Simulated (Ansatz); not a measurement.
# MnS: the cost of one run

Method: DFT PBE without U, plane waves, PAW, in Ansatz 0.2.0.

### Step 1. The structure to begin with

The structure is cubic, space group F-43m (No. 216). The conventional cell has a = 5.600 Å, b = 5.600 Å, c = 5.600 Å, α = 90.00°, β = 90.00°, γ = 90.00°. Mn (site symmetry -43m) has 4 S at 2.42 Å as nearest neighbours. S (site symmetry -43m) has 4 Mn at 2.42 Å as nearest neighbours.

Structure file:

```
Mn S
1.0
     0.00000    2.80000    2.80000
     2.80000    0.00000    2.80000
     2.80000    2.80000    0.00000
Mn S
1 1
Direct
  0.00000 0.00000 0.00000
  0.75000 0.75000 0.75000
```

Magnetic order typed: ferromagnetic.

### Step 2. From atoms, symmetry kept, no search

Contents of input.yaml:

```yaml
crystal:
  lattice:
    - [0.0, 2.8, 2.8]
    - [2.8, 0.0, 2.8]
    - [2.8, 2.8, 0.0]
  atoms:
    - { symbol: Mn, position: [0.0, 0.0, 0.0], spin: 5.0 }
    - { symbol: S, position: [0.75, 0.75, 0.75] }
basis:
  ecutwfc: 420
  ecutrho_ratio: 4
kpoints:
  mp_grid: { grid: [6, 6, 6] }
hamiltonian:
  xc: pbe
scf:
  occupations: { method: gaussian, width: 0.05 }
  lower_state_search: "off"
  max_iter: 150
output:
  forces: true
  stress: true
  eigenvalues: true
  populations: true
  hubbard: { sites: [{ site: 0, l: d }] }
magnetization:
  spin_polarized: true
```

The run is started by

```bash
ansatz run input.yaml --threads 2 --pin off --max-ram 3072MiB --backend cpu --events-out ev --progress --plain --runs-dir out
```

Q: Estimate wall time and peak memory on 2 threads of Arm Neoverse N1, shared host.

About 3.2 s, with a peak of 0.3 GiB.
